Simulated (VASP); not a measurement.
# CdTe (F-43m) in VASP: single point with PBEsol

Aim: the single point of CdTe with PBEsol.

All numbers are computed with VASP 6.6.1; they aren't measurements. Logs are shortened: lines on timing, memory, paths and dates and some standing lists are left out, and cuts for length are marked.

**Experimental background.**

From a printed reference work, data compilation, for a bulk crystal of CdTe at 0 K: band gap 1.607 eV.

The runs below are set against these values where they give the same quantity.

### 1 The cell of the first run

Symmetry: F-43m, No. 216, cubic system. Conventional cell: a = 6.410 Å, b = 6.410 Å, c = 6.410 Å, α = 90.00°, β = 90.00°, γ = 90.00°. Within 3.7 Å of Cd (site symmetry -43m) lie 4 Te at 2.78 Å. Te (site symmetry -43m) has 4 Cd at 2.78 Å within 3.7 Å.

### 2 Single point, PBEsol

INCAR reads:

```
ALGO = Normal
EDIFF = 1E-7
ENCUT = 520
GGA = PS
ISIF = 2
ISMEAR = 0
LASPH = T
LCHARG = F
LREAL = F
LWAVE = F
NBANDS = 16
NELM = 60
PREC = Accurate
SIGMA = 0.01
```

KPOINTS reads:

```
k-points
0
Gamma
  6 6 6
```

POSCAR reads:

```
CdTe
1.0
    0.0000000000      3.2050000000      3.2050000000
    3.2050000000      0.0000000000      3.2050000000
    3.2050000000      3.2050000000      0.0000000000
Cd Te
1 1
Direct
    0.0000000000      0.0000000000      0.0000000000
    0.2500000000      0.2500000000      0.2500000000
```

Potentials or basis: VASP PAW PBE potentials, release 64 (Cd, Te).

Run with:

```
cat potpaw_PBE.64/Cd/POTCAR potpaw_PBE.64/Te/POTCAR > POTCAR
mpirun -np 1 vasp_std > vasp.out
```

OUTCAR:

```text
EDIFF = 1E-7
   ENCUT = 520
   GGA = PS
   ISIF = 2
   ISMEAR = 0
   LASPH = T
   LREAL = F
   NELM = 60
   PREC = Accurate

 ion  position               nearest neighbor table
   1  0.000  0.000  0.000-   2 2.78   2 2.78   2 2.78   2 2.78
   2  0.250  0.250  0.250-   1 2.78   1 2.78   1 2.78   1 2.78

  LATTYP: Found a face centered cubic cell.
 ALAT       =     6.4100000000

  Lattice vectors:

 A1 = (   0.0000000000,   3.2050000000,   3.2050000000)
 A2 = (   3.2050000000,   0.0000000000,   3.2050000000)
 A3 = (   3.2050000000,   3.2050000000,   0.0000000000)

Analysis of symmetry for initial positions (statically):
=====================================================================
 Subroutine PRICEL returns:
 Original cell was already a primitive cell.

 Routine SETGRP: Setting up the symmetry group for a
 face centered cubic supercell.

 Subroutine GETGRP returns: Found 24 space group operations
 (whereof 24 operations were pure point group operations)
 out of a pool of 48 trial point group operations.

The static configuration has the point symmetry T_d .

Analysis of symmetry for dynamics (positions and initial velocities):
=====================================================================
 Subroutine PRICEL returns:
 Original cell was already a primitive cell.

 Routine SETGRP: Setting up the symmetry group for a
 face centered cubic supercell.

 Subroutine GETGRP returns: Found 24 space group operations
 (whereof 24 operations were pure point group operations)
 out of a pool of 48 trial point group operations.

The dynamic configuration has the point symmetry T_d .

 Subroutine INISYM returns: Found 24 space group operations
 (whereof 24 operations are pure point group operations),
 and found     1 'primitive' translations

----------------------------------------------------------------------------------------

                                     Primitive cell

  volume of cell :      65.8437

  direct lattice vectors                    reciprocal lattice vectors
     0.000000000  3.205000000  3.205000000    -0.156006240  0.156006240  0.156006240
     3.205000000  0.000000000  3.205000000     0.156006240 -0.156006240  0.156006240
     3.205000000  3.205000000  0.000000000     0.156006240  0.156006240 -0.156006240

  length of vectors
     4.532554467  4.532554467  4.532554467     0.270210734  0.270210734  0.270210734

  position of ions in fractional coordinates (direct lattice)
     0.000000000  0.000000000  0.000000000
     0.250000000  0.250000000  0.250000000

  ion indices of the primitive-cell ions
   primitive index   ion index
                 1           1
                 2           2

----------------------------------------------------------------------------------------

 KPOINTS: k-points

Automatic generation of k-mesh.
 Grid dimensions read from file:
 generate k-points for:    6    6    6

 Generating k-lattice:

  Cartesian coordinates                     Fractional coordinates (reciprocal lattice)
    -0.026001040  0.026001040  0.026001040     0.166666667  0.000000000  0.000000000
     0.026001040 -0.026001040  0.026001040     0.000000000  0.166666667  0.000000000
     0.026001040  0.026001040 -0.026001040     0.000000000  0.000000000  0.166666667

  Length of vectors
     0.045035122  0.045035122  0.045035122

  Shift w.r.t. Gamma in fractional coordinates (k-lattice)
     0.000000000  0.000000000  0.000000000

 Subroutine IBZKPT returns following result:
 ===========================================

 Found     16 irreducible k-points:

 Following reciprocal coordinates:
            Coordinates               Weight
  0.000000  0.000000  0.000000      1.000000
  0.166667  0.000000  0.000000      8.000000
  0.333333  0.000000  0.000000      8.000000
  0.500000  0.000000  0.000000      4.000000
  0.166667  0.166667  0.000000      6.000000
  0.333333  0.166667  0.000000     24.000000
[... 8 lines left out ...]
 -0.333333  0.333333  0.166667     24.000000
 -0.333333  0.500000  0.166667     12.000000
   k-points           NKPTS =     16   k-points in BZ     NKDIM =     16   number of bands    NBANDS=     16
   number of dos      NEDOS =    301   number of ions     NIONS =      2
   total plane-waves  NPLWV =  46656
   dimension x,y,z NGX =    36 NGY =   36 NGZ =   36
   dimension x,y,z NGXF=    72 NGYF=   72 NGZF=   72
   ions per type =               1   1
   NGX,Y,Z   is equivalent  to a cutoff of  13.20, 13.20, 13.20 a.u.
   NGXF,Y,Z  is equivalent  to a cutoff of  26.41, 26.41, 26.41 a.u.
 SYSTEM =  unknown system
   PREC   = accura    normal or accurate (medium, high low for compatibility)
   ISTART =      0    job   : 0-new  1-cont  2-samecut
   ICHARG =      2    charge: 1-file 2-atom 10-const
   ISPIN  =      1    spin polarized calculation?
   LNONCOLLINEAR =      F non collinear calculations
   LSORBIT =      F    spin-orbit coupling
   LASPH  =      T    aspherical Exc in radial PAW
   ENCUT  =  520.0 eV  38.22 Ry    6.18 a.u.   8.43  8.43  8.43*2*pi/ulx,y,z
   NELM   =     60;   NELMIN=  2; NELMDL= -5     # of ELM steps
   EDIFF  = 0.1E-06   stopping-criterion for ELM
   LREAL  =      F    real-space projection
   EDIFFG = 0.1E-05   stopping-criterion for IOM
   NSW    =      0    number of steps for IOM
   IBRION =     -1    ionic relax: 0-MD 1-quasi-New 2-CG
   NFREE  =      0    steps in history (QN), initial steepest desc. (CG)
   ISIF   =      2    stress and relaxation
   ISYM   =      2    0-nonsym 1-usesym 2-fastsym
   POTIM  = 0.5000    time-step for ionic-motion
   TEBEG  =    0.0;   TEEND  =   0.0 temperature during run
   PSTRESS=    0.0 pullay stress
   NELECT =      18.0000    total number of electrons
   NUPDOWN=      -1.0000    fix difference up-down
   EMIN   =  10.00;   EMAX   =-10.00  energy-range for DOS
   EFERMI =   0.00;   METHOD = LEGACY
   ISMEAR =     0;   SIGMA  =   0.01  broadening in eV -4-tet -1-fermi 0-gaus
   EFERMI_NEDOS =   21; number of points for ismear=-14 and -15
   IALGO  =     38    algorithm
   IMIX   =      4    mixing-type and parameters
     AMIX     =   0.40;   BMIX     =  1.00
     AMIX_MAG =   1.60;   BMIX_MAG =  1.00
  volume/ion in A,a.u.               =      32.92       222.17
  Fermi-wavevector in a.u.,A,eV,Ry     =   1.062497  2.007828 15.359610  1.128899
  Thomas-Fermi vector in A             =   2.197950
   LORBIT       =      0    0 simple, 1 ext, 2 COOP (PROOUT), +10 PAW based schemes
   GGA     = PS    functional components
   LHFCALC =     F    Hartree Fock is set to
   AEXX    =    0.0000 exact exchange contribution
   IVDW    =     0    specifies the selected vdW correction
   LEPSILON=     F    determine dielectric tensor
   LRPA    =     F    only Hartree local field effects (RPA)
 non-spin polarized calculation
 Gauss-broadening in eV      SIGMA  =   0.01
  energy-cutoff  :      520.00
  volume of cell :       65.84
 maximum number of plane-waves:      1807
 NGX is ok and might be reduce to    36
   NGX = 17   NGY = 17   NGZ = 17

 number of electron      17.9999995 magnetization

 Free energy of the ion-electron system (eV)
  ---------------------------------------------------
  ext. energy  EPLUGINS =         0.00000000
  ---------------------------------------------------
  free energy    TOTEN  =        -5.46811130 eV

  energy without entropy =       -5.46811130  energy(sigma->0) =       -5.46811130

 E-fermi :   2.5990     XC(G=0):  -8.9272

 val. band max:        2.5218520034   @ k =   0.0000   0.0000   0.0000
 cond. band min:       3.2808892559   @ k =   0.0000   0.0000   0.0000
 fundamental gap:      0.7590372525
 Fermi energy:         2.5989755961

 k-point     1 :       0.0000    0.0000    0.0000
  band No.  band energies     occupation
      1      -8.8862      2.00000
      2      -5.8607      2.00000
      3      -5.8607      2.00000
      4      -5.8607      2.00000
      5      -5.5704      2.00000
      6      -5.5704      2.00000
[... 8 lines left out ...]
     15      11.9232      0.00000
     16      11.9232      0.00000

 k-point     2 :       0.1667    0.0000    0.0000
  band No.  band energies     occupation
      1      -8.7766      2.00000
      2      -5.8399      2.00000
      3      -5.8399      2.00000
      4      -5.7761      2.00000
      5      -5.5719      2.00000
      6      -5.5719      2.00000
[... 8 lines left out ...]
     15      10.9548      0.00000
     16      10.9548      0.00000

 k-point     3 :       0.3333    0.0000    0.0000
  band No.  band energies     occupation
      1      -8.5561      2.00000
      2      -5.8042      2.00000
      3      -5.8042      2.00000
      4      -5.5676      2.00000
      5      -5.5676      2.00000
      6      -5.4785      2.00000
[... 8 lines left out ...]
     15      11.3874      0.00000
     16      11.3874      0.00000

 k-point     4 :       0.5000    0.0000    0.0000
  band No.  band energies     occupation
      1      -8.4475      2.00000
      2      -5.7905      2.00000
      3      -5.7905      2.00000
      4      -5.5606      2.00000
      5      -5.5606      2.00000
      6      -5.1965      2.00000
[... 8 lines left out ...]
     15      12.8601      0.00000
     16      12.8601      0.00000
[... 172 lines left out ...]
 k-point    14 :       0.5000    0.3333    0.1667
  band No.  band energies     occupation
      1      -8.4165      2.00000
      2      -5.7543      2.00000
      3      -5.7468      2.00000
      4      -5.6195      2.00000
      5      -5.5568      2.00000
      6      -5.2430      2.00000
[... 8 lines left out ...]
     15      12.8393      0.00000
     16      14.0534      0.00000

 k-point    15 :      -0.3333    0.3333    0.1667
  band No.  band energies     occupation
      1      -8.3484      2.00000
      2      -5.7465      2.00000
      3      -5.7300      2.00000
      4      -5.5988      2.00000
      5      -5.5680      2.00000
      6      -5.0296      2.00000
[... 8 lines left out ...]
     15      13.0269      0.00000
     16      13.8274      0.00000

 k-point    16 :      -0.3333    0.5000    0.1667
  band No.  band energies     occupation
      1      -8.3152      2.00000
      2      -5.7173      2.00000
      3      -5.7123      2.00000
      4      -5.6251      2.00000
      5      -5.5569      2.00000
      6      -4.9762      2.00000
[... 8 lines left out ...]
     15      13.7025      0.00000
     16      13.9203      0.00000

------------------------ aborting loop because EDIFF is reached ----------------------------------------

  FORCE on cell =-STRESS in cart. coord.  units (eV):
  Direction    XX          YY          ZZ          XY          YZ          ZX
  --------------------------------------------------------------------------------------
  -------------------------------------------------------------------------------------
  Total        0.7695072      0.7695072      0.7695072     -0.0000000     -0.0000000      0.0000000
  in kB       18.7244533     18.7244533     18.7244533     -0.0000000     -0.0000000      0.0000000
  external PRESSURE =      18.7244533 kB  Pullay stress =       0.0000000 kB

 VOLUME and BASIS-vectors are now :
 -----------------------------------------------------------------------------
  energy-cutoff  :      520.00
  volume of cell :       65.84
      direct lattice vectors                 reciprocal lattice vectors
     0.000000000  3.205000000  3.205000000    -0.156006240  0.156006240  0.156006240
     3.205000000  0.000000000  3.205000000     0.156006240 -0.156006240  0.156006240
     3.205000000  3.205000000  0.000000000     0.156006240  0.156006240 -0.156006240

 POSITION                                       TOTAL-FORCE (eV/Angst)
 -----------------------------------------------------------------------------------
      0.00000      0.00000      0.00000        -0.000000     -0.000000     -0.000000
      1.60250      1.60250      1.60250         0.000000      0.000000      0.000000
 -----------------------------------------------------------------------------------
    total drift:                               -0.000000     -0.000000     -0.000000

  FREE ENERGIE OF THE ION-ELECTRON SYSTEM (eV)
  ---------------------------------------------------
  free  energy   TOTEN  =        -5.4681112989 eV

  energy  without entropy=       -5.4681112989  energy(sigma->0) =       -5.46811130
```

Wall time 30 s (1 thread of Intel Xeon 8259CL, shared host); peak memory 0.21 GiB.

What came out:

| Property | Result |
| --- | --- |
| Free energy | -5.4681 eV |
| Pressure | 1.9 GPa |
| Band gap on the k mesh | 0.76 eV, direct |

Levels at points of the mesh, in eV from the valence-band top:
```
           k point  band 5  band 6  band 7  band 8  band 9  band 10  band 11  band 12  band 13  band 14
(0.00, 0.00, 0.00)   -8.09   -8.09    0.00    0.00    0.00     0.76     4.52     4.52     4.52     7.34
(0.50, 0.00, 0.00)   -8.08   -7.72   -4.67   -0.84   -0.84     1.76     5.11     5.11     6.94     8.65
(0.50, 0.50, 0.00)   -8.06   -7.57   -4.52   -2.00   -2.00     2.41     2.58     8.91     9.24     9.24
```

Caveat: the PAW data sets were made with another functional, which shifts forces and pressure a little; spin-orbit coupling is left out, which moves the levels of the heavy elements.

### 3 How close it comes

Step 2. Measured gap of CdTe: 1.607 eV (0 K; a printed reference work, data compilation). This calculation gives 0.76 eV (-0.85 eV). Spin-orbit coupling on Cd, Te is left out. The value is that of PBEsol, without temperature or zero-point motion. Semilocal functionals fall short of measured gaps as a rule.
